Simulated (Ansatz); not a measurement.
Hf: relaxation of cell and atoms

These are results of DFT, PBE, PAW with Ansatz's default frozen-core files, scalar-relativistic in Ansatz 0.2.0, not measurements.

Command: `ansatz run input.yaml --threads 1 --pin off --max-ram 2048MiB --backend cpu --events-out ev --progress --plain --runs-dir out` The run took 10 s on 1 thread of Intel(R) Xeon(R) 6975P-C (Granite Rapids), on a shared host.

```yaml
crystal:
  lattice:
    - [0.0, 3.2195088072, 3.2195088072]
    - [3.2195088072, 0.0, 3.2195088072]
    - [3.2195088072, 3.2195088072, 0.0]
  atoms:
    - { symbol: Hf, position: [0.0, 0.0, 0.0] }
    - { symbol: Hf, position: [0.25, 0.25, 0.25] }
kpoints:
  mp_grid: { grid: [10, 10, 10] }
scf:
  occupations: { method: fermi_dirac, width: 0.03 }
hamiltonian:
  xc: pbe
  pseudopotentials: { kind: paw }
output:
  forces: true
  stress: true
  write_density: true
  write_potential: true
  elf: true
  volumetric_format: npy
relax:
  f_tol: 0.005
  max_steps: 80
  cell: {}
```

Spin–orbit coupling is left out, though it moves levels of the heavy atoms by tenths of an eV or more.

The cell is built from the diamond type as a first guess.

The cutoff is 420 eV; energies and pressures of the walk include the program's estimate of the Pulay term.

Each frame lists the cell vectors (Å), then Cartesian positions (Å); symmetry keeps all forces zero. Free energies count from the first step, -31437.3349 eV.

The walk took 4 evaluations in all; steps that aren't listed are left out.

Step 1: E = 0.0 meV, P = 1.52 GPa

```
cell 0.0000 3.2195 3.2195 3.2195 0.0000 3.2195 3.2195 3.2195 0.0000
Hf    0.0000    0.0000    0.0000
Hf    1.6098    1.6098    1.6098
```

Step 2: E = -13.4 meV, P = -0.20 GPa

```
cell 0.0000 3.2769 3.2769 3.2769 0.0000 3.2769 3.2769 3.2769 0.0000
Hf    0.0000    0.0000    0.0000
Hf    1.6384    1.6384    1.6384
```

Question: How does the relaxation end?

Answer: It converges, with a = 6.540 Å, b = 6.540 Å, c = 6.540 Å, α = 90.00°, β = 90.00°, γ = 90.00° (conventional cell, space group Fd-3m). The last solve (on a basis chosen afresh for the final cell, so its energy is not quite comparable) gives E = -14.4 meV, P = -0.01 GPa:
```
cell 0.0000 3.2700 3.2700 3.2700 0.0000 3.2700 3.2700 3.2700 0.0000
Hf    0.0000    0.0000    0.0000
Hf    1.6350    1.6350    1.6350
```
